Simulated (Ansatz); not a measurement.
The cell is COD entry 9008600, as deposited and not checked against the literature; nothing was relaxed.

BaS: DFT, PBEsol, all-electron LAPW, scalar-relativistic (Ansatz 0.2.0).

Command: `ansatz run input.yaml --threads 1 --pin off --max-ram 3072MiB --backend cpu --events-out ev --progress --plain --runs-dir out` The run took 17 s on 1 thread of Arm Neoverse V1, on a shared host, peak memory 0.29 GiB.

```yaml
crystal:
  lattice:
    - [0.0, 3.19375, 3.19375]
    - [3.19375, 0.0, 3.19375]
    - [3.19375, 3.19375, 0.0]
  atoms:
    - { symbol: Ba, position: [0.0, 0.0, 0.0] }
    - { symbol: S, position: [0.5, 0.5, 0.5] }
kpoints:
  mp_grid: { grid: [8, 8, 8] }
  band_path:
    path:
      - [0.0, 0.0, 0.0]
      - [0.5, 0.0, 0.5]
      - [0.625, 0.25, 0.625]
      - [0.375, 0.375, 0.75]
      - [0.0, 0.0, 0.0]
      - [0.5, 0.5, 0.5]
      - [0.5, 0.25, 0.75]
      - [0.5, 0.0, 0.5]
    npoints: 14
scf:
  occupations: { method: fermi_dirac, width: 0.02 }
hamiltonian:
  xc: pbesol
  pseudopotentials: { kind: all_electron, lapw: { basis_error: 0.00025 } }
output:
  forces: true
  stress: true
  eigenvalues: true
  populations: true
  dos: { projected: true, de: 0.2, e_range: [-14, 8] }
```

Output:

```
Ba: projections on atomic orbitals take those of the free atom 1s2 2s2 2p6 3s2 3p6 3d10 4s2 4p6 4d10 5s2 5p6 6s2, of charge +0.00 (hamiltonian.pseudopotentials.projection_atoms)
S: projections on atomic orbitals take those of the free atom 1s2 2s2 2p6 3s2 3p4, of charge +0.00 (hamiltonian.pseudopotentials.projection_atoms)
LAPW: plane waves up to 6.476 Å⁻¹, error target 2.5e-4 eV per atom; small_component_spin mean_spin; S in spheres of 1.514 Å, 14 of its electrons in bands, Dirac shells []; Ba in spheres of 1.679 Å, 28 of its electrons in bands, Dirac shells []
Engine: ansatz 0.2.0
Pseudopotentials: kind: all_electron
Pseudopotential: Ba, LAPW, valence charge 28, Koelling and Harmon's equation, gaussian nucleus
Pseudopotential: S, LAPW, valence charge 14, Koelling and Harmon's equation, gaussian nucleus
Functional definition: PBEsol
  exchange = pbesol_x
  correlation = pbesol_c
Crystal: 2 atoms, lattice volume = 65.153 Å³
Basis set: ecut = 159.77808270094846 eV, 307 PW (Γ), exchange–correlation at level 2
Bands: 26, of which v1, the nominal top of the filled ones, is band 21 counted from 1 (20 counted from 0)
Symmetry: 48 space group operations
Space group: Fm-3m (ITA 225), of the structure as read, at distance tolerance 4.0e-5 Å
k-points: 29 of 512
Non-local potential: Ba, projectors of the file, none
Non-local potential: S, projectors of the file, none
Initial density: superposition of atomic densities (chi_scale 0.1, normalization cell, long waves kept (reshape's long-wave potential 0.00 eV rms))
Initial wavefunctions: plane waves of lowest kinetic energy (no species holds an atomic orbital)
Functional: x = pbesol(κ = 0.804, μ = 0.12345679012345678), c = pbesol(β = 0.046)
iter 1 solved again at ethr=2.58e-3 eV; its pass at ethr=1.00e-1 eV (dr2=1.08e0 eV) is discarded
SCF iter   1: F=—  HF=-232135.594414 eV  |F-HF|=—  |Δ(HF+E_count)|=         —  Δρ=2.63e-2  dr2=1.08e0  ethr=2.58e-3  ⟨swp⟩=2.0  Hψ=4853  notcnv=0
preconditioner: auto → none  [insulator: Δε(μ)=3.021 eV  Ē_g=12.524 eV  σ=0.020 eV  W_gap=1.00  n_scr=14 (ndim 8)  ℏωp=17.2 eV  f_vac=0.000  D(μ)=0.00/eV (n_scr^D=0)  ε∞_Penn≈2.9]
iter 2 solved again at ethr=7.13e-5 eV; its pass at ethr=2.57e-3 eV (dr2=2.99e-2 eV) is discarded
SCF iter   2: F=—  HF=-232135.234599 eV  |F-HF|=—  |Δ(HF+E_count)|=   3.60e-1  Δρ=5.76e-3  dr2=3.00e-2  ethr=7.13e-5  ⟨swp⟩=2.3  Hψ=4330  notcnv=0
SCF iter   3: F=—  HF=-232135.180834 eV  |F-HF|=—  |Δ(HF+E_count)|=   5.38e-2  Δρ=4.61e-3  dr2=3.01e-2  ethr=7.13e-5  ⟨swp⟩=3.2  Hψ=2811  notcnv=0  defer=1
SCF iter   4: F=—  HF=-232135.185654 eV  |F-HF|=—  |Δ(HF+E_count)|=         —  Δρ=8.45e-4  dr2=9.26e-4  ethr=7.13e-5  ⟨swp⟩=2.2  Hψ=2548  notcnv=0
the basis was enlarged: its passes take 346.9 KiB over the memory plan, 1 of 1 planned eigensolver slots
SCF iter   5: F=—  HF=-232135.186109 eV  |F-HF|=—  |Δ(HF+E_count)|=   4.55e-4  Δρ=1.32e-4  dr2=1.94e-5  ethr=2.20e-6  ⟨swp⟩=2.7  Hψ=2565  notcnv=0
SCF iter   6: F=—  HF=-232135.186135 eV  |F-HF|=—  |Δ(HF+E_count)|=   2.63e-5  Δρ=1.69e-5  dr2=2.53e-7  ethr=4.62e-8  ⟨swp⟩=3.0  Hψ=2566  notcnv=0
SCF iter   7: F=-232135.186135 eV  HF=-232135.186135 eV  |F-HF|=1.36e-8  |Δ(HF+E_count)|=   6.19e-7  Δρ=2.52e-6  dr2=3.69e-9  ethr=6.02e-10  ⟨swp⟩=3.0  Hψ=2620  notcnv=0
SCF 1 converged in 7 iterations: F = -232135.186135 eV  dr2 = 3.69e-9
NSCF: frozen V_eff on 99 k-points
SCF converged after 7 iterations
Free energy (F): -232135.186135 eV
Harris-Foulkes:  -232135.186135 eV  (|F-HF|=1.36e-8)
Internal energy: -232135.186135 eV  (E = F + TS)
E sigma→0 (E₀):  -232135.186135 eV
Fermi energy:    8.759764 eV
--- Per-component energies (eV) ---
  E_band       = -3433.938479
  E_kinetic    = 246659.020683
  E_xc         = -5987.361591
  E_electrostatic = -472806.845227  (all electrons and nuclei)
  E_smearing   = -0.000000  (= −TS)
  E_closure    = 0.000000  (closes the sum)
  E_atoms      = -232124.421915  (free atoms, spherical and without spin; not in F)
  Σ components = -232135.186135   (vs F -232135.186135, Δ=0.00e0)
  Basis errors (estimates in eV, not in F): energy 1.3e-4 per atom: plane waves 1.2e-4 (6.2e-5 summed), levels above the bands 4.0e-85, relativity 7.8e-9, radial functions 9.9e-6, core shells 5.1e-13; eigenvalues (radial functions only) 1.1e-6; not estimated: angular momenta, meshes, grids; target (lapw.basis_error) 2.5e-4; muffin-tin radii S 1.514 Å, Ba 1.679 Å
--- Forces (eV/Å), atoms counted from 1 ---
  atom   1  Ba    -0.00000000     0.00000000     0.00000000
  atom   2  S      0.00000000    -0.00000000     0.00000000
  max |Σ_I F_I| component: 5.59e-31 eV/Å
--- Stress (GPa, compression-positive) ---
       -1.151406      -0.000000      -0.000000
       -0.000000      -1.151406      -0.000000
       -0.000000      -0.000000      -1.151406
  P = ⅓ Tr σ = -1.1514 GPa (-11.514 kbar)
--- Band table (eV; the first three rows and the last of 29) ---
  k-point 0: bands = ["-227.7226", "-195.0026", "-164.9382", "-164.9382", "-164.9382", "-140.0548", "-140.0548", "-140.0548", "-73.8689", "-73.8689", "-73.8689", "-73.8609", "-73.8609", "-18.1912", "-3.2357", "-3.2357", "-3.2357", "-2.5639", "7.7176", "7.7176", "7.7176", "11.2162", "11.6003", "11.6003", "11.6003", "12.5482"]
  k-point 1: bands = ["-227.7226", "-195.0026", "-164.9382", "-164.9382", "-164.9382", "-140.0548", "-140.0548", "-140.0548", "-73.8689", "-73.8689", "-73.8689", "-73.8609", "-73.8609", "-18.1846", "-3.5652", "-3.2416", "-3.2416", "-2.2220", "7.3114", "7.5210", "7.5210", "11.5453", "11.8230", "11.8230", "11.8422", "12.9780"]
  k-point 2: bands = ["-227.7226", "-195.0026", "-164.9382", "-164.9382", "-164.9382", "-140.0548", "-140.0548", "-140.0548", "-73.8689", "-73.8689", "-73.8689", "-73.8609", "-73.8609", "-18.1684", "-4.0073", "-3.2557", "-3.2557", "-1.7484", "6.5814", "7.1274", "7.1274", "11.7307", "12.4502", "12.4502", "13.0356", "14.0586"]
  k-point 28: bands = ["-227.7226", "-195.0026", "-164.9382", "-164.9382", "-164.9382", "-140.0548", "-140.0548", "-140.0548", "-73.8689", "-73.8689", "-73.8689", "-73.8609", "-73.8609", "-18.1314", "-3.8042", "-3.5893", "-3.5893", "-1.8974", "6.6367", "7.2762", "7.2762", "11.9176", "11.9176", "14.0336", "14.5660", "15.3405"]
--- Löwdin populations: 2 sites ---
  site symbol       q [e]
     0     Ba     54.4006
     1      S     17.3030
  spilling = 0.004115 (of n_electrons = 72.000000)
```

populations.tsv:

```
# site	symbol	l	j	q
# orbitals = lowdin
# n_electrons = 72.000000
# spilling = 0.004115
# projection_atom_Ba: 1s2 2s2 2p6 3s2 3p6 3d10 4s2 4p6 4d10 5s2 5p6 6s2
# projection_atom_S: 1s2 2s2 2p6 3s2 3p4
0	Ba	0_1S	-	2.000000
0	Ba	0_2S	-	1.999992
0	Ba	0_3S	-	1.999890
0	Ba	0_4S	-	1.998709
0	Ba	0_5S	-	1.975566
0	Ba	0_6S	-	0.445799
0	Ba	1_2P	-	6.000000
0	Ba	1_3P	-	5.999997
0	Ba	1_4P	-	5.999893
0	Ba	1_5P	-	5.980831
0	Ba	2_3D	-	9.999999
0	Ba	2_4D	-	9.999971
1	S	0_1S	-	1.999960
1	S	0_2S	-	1.997356
1	S	0_3S	-	1.870226
1	S	1_2P	-	5.999818
1	S	1_3P	-	5.435687
```
